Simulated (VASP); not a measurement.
# ZrS2 (P-3m1) in VASP: notebook

The runs below take ZrS2 through relaxation of cell and atoms, with PBE, PBE+D3(BJ).

Program: VASP 6.6.1. These are calculated values, not measurements. Logs are shortened: lines on timing, memory, paths and dates and some standing lists are left out, and cuts for length are marked.

**1. Starting point**

Symmetry: P-3m1, No. 164, trigonal system. The conventional cell has a = 3.691 Å, b = 3.691 Å, c = 6.041 Å, α = 90.00°, β = 90.00°, γ = 120.00°. Zr (site symmetry -3m) has 6 S at 2.57 Å as nearest neighbours. S (site symmetry 3m) is surrounded by 3 Zr at 2.57 Å.

The cell is a database's computed one.

**2. Relaxation of cell and atoms, PBE**

Contents of INCAR:

```
SYSTEM = ZrS2
ALGO     = Normal         ! electronic algorithm
EDIFF    = 1E-7           ! SCF threshold, eV
EDIFFG   = -0.005         ! ionic threshold
ENCUT    = 600            ! plane-wave cutoff, eV
GGA      = PE             ! functional
IBRION   = 2              ! ionic algorithm
ISIF     = 3              ! what is computed and relaxed
ISMEAR   = 0              ! smearing method
LASPH    = .True.         ! aspherical terms in the spheres
LCHARG   = .False.        ! write CHGCAR
LREAL    = .False.        ! projectors in reciprocal space
LWAVE    = .False.        ! write WAVECAR
NELM     = 100            ! most SCF steps
NSW      = 90             ! ionic steps
PREC     = Accurate       ! precision mode
SIGMA    = 0.02           ! smearing width, eV
```

Contents of KPOINTS:

```
k-points
0
Gamma
  9 9 6
  0 0 0
```

Contents of POSCAR:

```
ZrS2
1.0
    3.6913825500      0.0000000000      0.0000000000
   -1.8456912700      3.1968310600      0.0000000000
    0.0000000000      0.0000000000      6.0410770100
Zr S
1 2
Direct
    0.0000000000      0.0000000000      0.0000000000
    0.6666666700      0.3333333300      0.7620900300
    0.3333333300      0.6666666700      0.2379099700
```

Potentials or basis: VASP PAW PBE potentials, release 64 (Zr_sv, S).

The run is started by

```
$ cat potpaw_PBE.64/Zr_sv/POTCAR potpaw_PBE.64/S/POTCAR > POTCAR
$ mpirun -np 1 vasp_std > vasp.out
```

OUTCAR:

```text
SYSTEM = ZrS2
   EDIFF = 1E-7
   EDIFFG = -0.005
   ENCUT = 600
   GGA = PE
   IBRION = 2
   ISIF = 3
   ISMEAR = 0
   LASPH = .True.
   LREAL = .False.
   NELM = 100
   NSW = 90
   PREC = Accurate

 ion  position               nearest neighbor table
   1  0.000  0.000  0.000-   2 2.57   3 2.57   3 2.57   2 2.57   2 2.57   3 2.57
   2  0.667  0.333  0.762-   1 2.57   1 2.57   1 2.57
   3  0.333  0.667  0.238-   1 2.57   1 2.57   1 2.57

  LATTYP: Found a hexagonal cell.
 ALAT       =     3.6913825500
 C/A-ratio  =     1.6365350727

  Lattice vectors:

 A1 = (   3.6913825500,   0.0000000000,   0.0000000000)
 A2 = (  -1.8456912700,   3.1968310600,   0.0000000000)
 A3 = (   0.0000000000,   0.0000000000,   6.0410770100)

Analysis of symmetry for initial positions (statically):
=====================================================================
 Subroutine PRICEL returns:
 Original cell was already a primitive cell.

 Routine SETGRP: Setting up the symmetry group for a
 hexagonal supercell.

 Subroutine GETGRP returns: Found 12 space group operations
 (whereof 12 operations were pure point group operations)
 out of a pool of 24 trial point group operations.

The static configuration has the point symmetry D_3d.

Analysis of symmetry for dynamics (positions and initial velocities):
=====================================================================
 Subroutine PRICEL returns:
 Original cell was already a primitive cell.

 Routine SETGRP: Setting up the symmetry group for a
 hexagonal supercell.

 Subroutine GETGRP returns: Found 12 space group operations
 (whereof 12 operations were pure point group operations)
 out of a pool of 24 trial point group operations.

The dynamic configuration has the point symmetry D_3d.

 Subroutine INISYM returns: Found 12 space group operations
 (whereof 12 operations are pure point group operations),
 and found     1 'primitive' translations

----------------------------------------------------------------------------------------

                                     Primitive cell

  volume of cell :      71.2891

  direct lattice vectors                    reciprocal lattice vectors
     3.691382550  0.000000000  0.000000000     0.270901210  0.156404886  0.000000000
    -1.845691270  3.196831060  0.000000000     0.000000000  0.312809774  0.000000000
     0.000000000  0.000000000  6.041077010     0.000000000  0.000000000  0.165533397

  length of vectors
     3.691382550  3.691382545  6.041077010     0.312809773  0.312809774  0.165533397

  position of ions in fractional coordinates (direct lattice)
     0.000000000  0.000000000  0.000000000
     0.666666670  0.333333330  0.762090030
     0.333333330  0.666666670  0.237909970

  ion indices of the primitive-cell ions
   primitive index   ion index
                 1           1
                 2           2
                 3           3

----------------------------------------------------------------------------------------

 KPOINTS: k-points

Automatic generation of k-mesh.
 Grid dimensions read from file:
 generate k-points for:    9    9    6

 Generating k-lattice:

  Cartesian coordinates                     Fractional coordinates (reciprocal lattice)
     0.030100134  0.017378321  0.000000000     0.111111111 -0.000000000  0.000000000
     0.000000000  0.034756642  0.000000000     0.000000000  0.111111111  0.000000000
     0.000000000  0.000000000  0.027588900     0.000000000  0.000000000  0.166666667

  Length of vectors
     0.034756641  0.034756642  0.027588900

  Shift w.r.t. Gamma in fractional coordinates (k-lattice)
     0.000000000  0.000000000  0.000000000

 Subroutine IBZKPT returns following result:
 ===========================================

 Found     62 irreducible k-points:

 Following reciprocal coordinates:
            Coordinates               Weight
  0.000000  0.000000  0.000000      1.000000
  0.111111 -0.000000  0.000000      6.000000
  0.222222  0.000000  0.000000      6.000000
  0.333333  0.000000  0.000000      6.000000
  0.444444  0.000000  0.000000      6.000000
  0.111111  0.111111  0.000000      6.000000
[... 16 lines left out ...]
  0.222222  0.111111  0.166667     12.000000
 -0.111111  0.333333  0.166667     12.000000
 [... further k-points ...]
   k-points           NKPTS =     62   k-points in BZ     NKDIM =     62   number of bands    NBANDS=     16
   number of dos      NEDOS =    301   number of ions     NIONS =      3
   total plane-waves  NPLWV =  43200
   dimension x,y,z NGX =    30 NGY =   30 NGZ =   48
   dimension x,y,z NGXF=    60 NGYF=   60 NGZF=   96
   ions per type =               1   2
   NGX,Y,Z   is equivalent  to a cutoff of  13.51, 13.51, 13.21 a.u.
   NGXF,Y,Z  is equivalent  to a cutoff of  27.02, 27.02, 26.42 a.u.
 SYSTEM =  ZrS2
   PREC   = accura    normal or accurate (medium, high low for compatibility)
   ISTART =      0    job   : 0-new  1-cont  2-samecut
   ICHARG =      2    charge: 1-file 2-atom 10-const
   ISPIN  =      1    spin polarized calculation?
   LNONCOLLINEAR =      F non collinear calculations
   LSORBIT =      F    spin-orbit coupling
   LASPH  =      T    aspherical Exc in radial PAW
   ENCUT  =  600.0 eV  44.10 Ry    6.64 a.u.   7.37  7.37 12.07*2*pi/ulx,y,z
   NELM   =    100;   NELMIN=  2; NELMDL= -5     # of ELM steps
   EDIFF  = 0.1E-06   stopping-criterion for ELM
   LREAL  =      F    real-space projection
   EDIFFG = -.5E-02   stopping-criterion for IOM
   NSW    =     90    number of steps for IOM
   IBRION =      2    ionic relax: 0-MD 1-quasi-New 2-CG
   NFREE  =      1    steps in history (QN), initial steepest desc. (CG)
   ISIF   =      3    stress and relaxation
   ISYM   =      2    0-nonsym 1-usesym 2-fastsym
   POTIM  = 0.5000    time-step for ionic-motion
   TEBEG  =    0.0;   TEEND  =   0.0 temperature during run
   PSTRESS=    0.0 pullay stress
   NELECT =      24.0000    total number of electrons
   NUPDOWN=      -1.0000    fix difference up-down
   EMIN   =  10.00;   EMAX   =-10.00  energy-range for DOS
   EFERMI =   0.00;   METHOD = LEGACY
   ISMEAR =     0;   SIGMA  =   0.02  broadening in eV -4-tet -1-fermi 0-gaus
   EFERMI_NEDOS =   21; number of points for ismear=-14 and -15
   IALGO  =     38    algorithm
   IMIX   =      4    mixing-type and parameters
     AMIX     =   0.40;   BMIX     =  1.00
     AMIX_MAG =   1.60;   BMIX_MAG =  1.00
  volume/ion in A,a.u.               =      23.76       160.36
  Fermi-wavevector in a.u.,A,eV,Ry     =   1.138861  2.152136 17.646828  1.297005
  Thomas-Fermi vector in A             =   2.275565
   LORBIT       =      0    0 simple, 1 ext, 2 COOP (PROOUT), +10 PAW based schemes
   GGA     = PE    functional components
   LHFCALC =     F    Hartree Fock is set to
   AEXX    =    0.0000 exact exchange contribution
   IVDW    =     0    specifies the selected vdW correction
   LEPSILON=     F    determine dielectric tensor
   LRPA    =     F    only Hartree local field effects (RPA)
 conjugate gradient relaxation of ions
 non-spin polarized calculation
 Gauss-broadening in eV      SIGMA  =   0.02
  energy-cutoff  :      600.00
  volume of cell :       71.29
 maximum number of plane-waves:      2424
 NGX is ok and might be reduce to    30
   NGX = 15   NGY = 15   NGZ = 25

--------------------------------------- Ionic step        1  -------------------------------------------

 number of electron      23.9999998 magnetization

 Free energy of the ion-electron system (eV)
  ---------------------------------------------------
  ext. energy  EPLUGINS =         0.00000000
  ---------------------------------------------------
  free energy    TOTEN  =       -21.42573841 eV

  energy without entropy =      -21.42573841  energy(sigma->0) =      -21.42573841

------------------------ aborting loop because EDIFF is reached ----------------------------------------

  FORCE on cell =-STRESS in cart. coord.  units (eV):
  Direction    XX          YY          ZZ          XY          YZ          ZX
  --------------------------------------------------------------------------------------
  -------------------------------------------------------------------------------------
  Total        0.0426050      0.0426050      0.5442277      0.0000000      0.0000000      0.0000000
  in kB        0.9575210      0.9575210     12.2311723      0.0000000      0.0000000      0.0000000
  external PRESSURE =       4.7154048 kB  Pullay stress =       0.0000000 kB
[... 92 lines left out ...]
  FREE ENERGIE OF THE ION-ELECTRON SYSTEM (eV)
  ---------------------------------------------------
  free  energy   TOTEN  =       -21.4278587217 eV

  energy  without entropy=      -21.4278587217  energy(sigma->0) =      -21.42785872

[... ionic steps 4 to 34 ...]

--------------------------------------- Ionic step       35  -------------------------------------------

 number of electron      23.9999997 magnetization

------------------------ aborting loop because EDIFF is reached ----------------------------------------

  FORCE on cell =-STRESS in cart. coord.  units (eV):
  Direction    XX          YY          ZZ          XY          YZ          ZX
  --------------------------------------------------------------------------------------
  -------------------------------------------------------------------------------------
  Total       -0.0212336     -0.0212336     -0.0056006     -0.0000000      0.0000000      0.0000000
  in kB       -0.4371435     -0.4371435     -0.1153026     -0.0000000      0.0000000      0.0000000
  external PRESSURE =      -0.3298632 kB  Pullay stress =       0.0000000 kB
[... 59 lines left out ...]
  energy  without entropy=      -21.4405540444  energy(sigma->0) =      -21.44055404

--------------------------------------- Ionic step       37  -------------------------------------------

 number of electron      23.9999997 magnetization

 Free energy of the ion-electron system (eV)
  ---------------------------------------------------
  ext. energy  EPLUGINS =         0.00000000
  ---------------------------------------------------
  free energy    TOTEN  =       -21.44055994 eV

  energy without entropy =      -21.44055994  energy(sigma->0) =      -21.44055994

 E-fermi :   3.3306     XC(G=0):  -8.7740

 val. band max:        3.1395685917   @ k =   0.0000   0.0000   0.0000
 cond. band min:       4.2819749466   @ k =   0.4444   0.0000   0.5000
 fundamental gap:      1.1424063549
 Fermi energy:         3.3305663891

 k-point     1 :       0.0000    0.0000    0.0000
  band No.  band energies     occupation
      1     -45.7610      2.00000
      2     -23.8148      2.00000
      3     -23.6662      2.00000
      4     -23.6662      2.00000
      5      -9.2435      2.00000
      6      -8.0271      2.00000
[... 8 lines left out ...]
     15       5.6251      0.00000
     16       8.3032      0.00000
[... 420 lines left out ...]
  band No.  band energies     occupation
      1     -45.7497      2.00000
      2     -23.8176      2.00000
      3     -23.7800      2.00000
      4     -23.7097      2.00000
      5      -8.5498      2.00000
      6      -8.1335      2.00000
[... 8 lines left out ...]
     15       6.6284      0.00000
     16       7.7024      0.00000

 [... further k-points ...]
[... 5 lines left out ...]
  --------------------------------------------------------------------------------------
  -------------------------------------------------------------------------------------
  Total       -0.0025229     -0.0025229     -0.0041692     -0.0000000      0.0000000      0.0000000
  in kB       -0.0519320     -0.0519320     -0.0858179     -0.0000000      0.0000000      0.0000000
  external PRESSURE =      -0.0632273 kB  Pullay stress =       0.0000000 kB
[... 18 lines left out ...]
  FREE ENERGIE OF THE ION-ELECTRON SYSTEM (eV)
  ---------------------------------------------------
  free  energy   TOTEN  =       -21.4405599378 eV

  energy  without entropy=      -21.4405599378  energy(sigma->0) =      -21.44055994

 reached required accuracy - stopping structural energy minimisation
```

Wall time 20 min (1 thread of Intel Xeon Platinum 8488C (Sapphire Rapids), shared host); peak memory 0.25 GiB.

What came out:

```yaml
Free_energy: -21.4406 eV
Relaxed_volume: 25.95 Å³/atom
Relaxed_cell: a = 3.684 Å, b = 3.684 Å, c = 6.622 Å, α = 90.00°, β = 90.00°, γ = 120.00°
Space_group_after_relaxing_to_0.05_Å: P-3m1 (No. 164)
Energy_gained_by_relaxing: 4.9 meV/atom
Ionic_steps: 37
Pressure_after_relaxing: 0.0 GPa
Largest_force_after_relaxing: 0.004 eV/Å
Band_gap_on_the_k_mesh: 1.14 eV, indirect (least direct gap 1.69 eV)
```

Forces on the atoms (eV/Å):
```
Zr   0.000  0.000  0.000
S    0.000  0.000  0.004
S    0.000  0.000 -0.004
```

Step by step:
| step | energy change (eV) | largest force (eV/Å) | pressure (GPa) | volume (Å³) |
| --- | --- | --- | --- | --- |
| 1 | 0.0000 | 0.0515 | 0.47 | 71.29 |
| 2 | -0.0020 | 0.1192 | -0.45 | 72.01 |
| 3 | -0.0021 | 0.0920 | -0.31 | 71.90 |
| 4 | -0.0042 | 0.0922 | 0.00 | 71.85 |
| 5 | -0.0045 | 0.0923 | 0.16 | 71.82 |
| 6 | -0.0056 | 0.0777 | 0.17 | 72.07 |
| 7 | -0.0085 | 0.0333 | 0.23 | 72.80 |
| 8 | -0.0115 | 0.0584 | 0.39 | 74.28 |
| 9 | -0.0118 | 0.1019 | 0.47 | 74.98 |
| 10 | -0.0125 | 0.0746 | 0.28 | 75.32 |
| 11 | -0.0132 | 0.0027 | -0.22 | 76.23 |
| 12 | -0.0136 | 0.0029 | -0.20 | 76.34 |
| 13 | -0.0143 | 0.0192 | -0.15 | 76.64 |
| 14 | -0.0143 | 0.0518 | -0.03 | 77.24 |
| 15 | -0.0145 | 0.0343 | -0.09 | 76.93 |
| 16 | -0.0146 | 0.0072 | 0.07 | 76.85 |
| 17 | -0.0146 | 0.0100 | 0.05 | 76.86 |
| 18 | -0.0146 | 0.0069 | 0.04 | 76.90 |
| 19 | -0.0146 | 0.0010 | 0.02 | 76.98 |
| 20 | -0.0146 | 0.0057 | -0.01 | 77.01 |
| 21 | -0.0146 | 0.0110 | -0.04 | 77.06 |
| 22 | -0.0146 | 0.0111 | -0.04 | 77.06 |
| 23 | -0.0146 | 0.0116 | -0.04 | 77.08 |
| 24 | -0.0147 | 0.0127 | -0.03 | 77.12 |
| 25 | -0.0147 | 0.0146 | -0.03 | 77.19 |
| 26 | -0.0147 | 0.0186 | -0.01 | 77.33 |
| 27 | -0.0147 | 0.0114 | 0.02 | 77.36 |
| 28 | -0.0147 | 0.0019 | 0.09 | 77.41 |
| 29 | -0.0148 | 0.0022 | 0.07 | 77.47 |
| 30 | -0.0148 | 0.0030 | 0.03 | 77.63 |
| 31 | -0.0148 | 0.0048 | -0.04 | 77.96 |
| 32 | -0.0148 | 0.0039 | 0.00 | 77.76 |
| 33 | -0.0148 | 0.0038 | 0.01 | 77.75 |
| 34 | -0.0148 | 0.0014 | 0.00 | 77.76 |
| 35 | -0.0148 | 0.0057 | -0.03 | 77.82 |
| 36 | -0.0148 | 0.0053 | -0.03 | 77.83 |
| 37 | -0.0148 | 0.0044 | -0.01 | 77.84 |

Final structure:
```
Zr S
1.0
     3.68413    0.00000    0.00000
    -1.84207    3.19055    0.00000
     0.00000    0.00000    6.62190
Zr S
1 2
Direct
  0.00000 0.00000 0.00000
  0.66667 0.33333 0.78109
  0.33333 0.66667 0.21891
```

Caveat: an odd mesh through Γ misses points on the zone boundary, where band edges often lie; this functional lacks dispersion, which binds the layers, so the pressure and a relaxed spacing across them are unreliable.

**3. Relaxation of cell and atoms, PBE+D3(BJ)**

Changes to INCAR since step 2:

```diff
@@ -9,2 +9,3 @@
 ISMEAR   = 0              ! smearing method
+IVDW     = 12             ! dispersion correction
 LASPH    = .True.         ! aspherical terms in the spheres
```

KPOINTS is that of step 2.

POSCAR is that of step 2.

Potentials or basis: VASP PAW PBE potentials, release 64 (Zr_sv, S).

The run is started by

```
$ cat potpaw_PBE.64/Zr_sv/POTCAR potpaw_PBE.64/S/POTCAR > POTCAR
$ mpirun -np 1 vasp_std > vasp.out
```

Run time: 8.9 min. Hardware: 1 thread of Intel Xeon Platinum 8488C (Sapphire Rapids), shared host; peak memory 0.27 GiB.

The run converged. Its results:

```yaml
Free_energy: -22.4576 eV
Relaxed_volume: 21.80 Å³/atom
Relaxed_cell: a = 3.634 Å, b = 3.634 Å, c = 5.718 Å, α = 90.00°, β = 90.00°, γ = 120.00°
Space_group_after_relaxing_to_0.05_Å: P-3m1 (No. 164)
Energy_gained_by_relaxing: 13.6 meV/atom
Ionic_steps: 13
Pressure_after_relaxing: 0.0 GPa
Band_gap_on_the_k_mesh: 0.70 eV, indirect (least direct gap 1.42 eV)
Dispersion_energy_per_atom: -0.364 eV
```

Forces on the atoms (eV/Å):
```
Zr   0.000  0.000  0.000
S    0.000  0.000  0.003
S    0.000  0.000 -0.003
```

Step by step:
```
step  energy change (eV)  largest force (eV/Å)  pressure (GPa)  volume (Å³)
   1              0.0000                0.0633           -1.91        71.29
   2             -0.0046                0.4987            1.84        68.40
   3             -0.0109                0.3053            0.15        69.63
   4             -0.0179                0.2028            0.02        69.18
   5             -0.0218                0.0406           -0.18        68.48
   6             -0.0279                0.0389           -0.12        67.82
   7             -0.0396                0.0306            0.22        65.81
   8             -0.0403                0.0183            0.43        64.92
   9             -0.0404                0.0233            0.36        65.20
  10             -0.0372                0.1684           -1.26        66.03
  11             -0.0407                0.0211           -0.02        65.39
  12             -0.0408                0.0033            0.02        65.40
  13             -0.0408                0.0030            0.01        65.40
```

Final structure:
```xyz
3
Lattice="3.6341 0.0000 0.0000 -1.8171 3.1472 0.0000 0.0000 0.0000 5.7179" Properties=species:S:1:pos:R:3 pbc="T T T"
Zr    0.0000    0.0000    0.0000
S     1.8171    1.0491    4.2566
S     0.0000    2.0982    1.4613
```

Levels at points of the mesh, in eV from the valence-band top:
```csv
k point,band 8,band 9,band 10,band 11,band 12,band 13,band 14,band 15,band 16
"(0.00, 0.00, 0.00)",-2.97,-2.97,-0.24,-0.24,0.00,1.42,1.42,2.11,4.63
"(0.00, 0.00, 0.50)",-2.91,-2.91,-2.15,-0.45,-0.45,1.36,1.36,2.51,5.17
```

Caveat: an odd mesh through Γ misses points on the zone boundary, where band edges often lie.
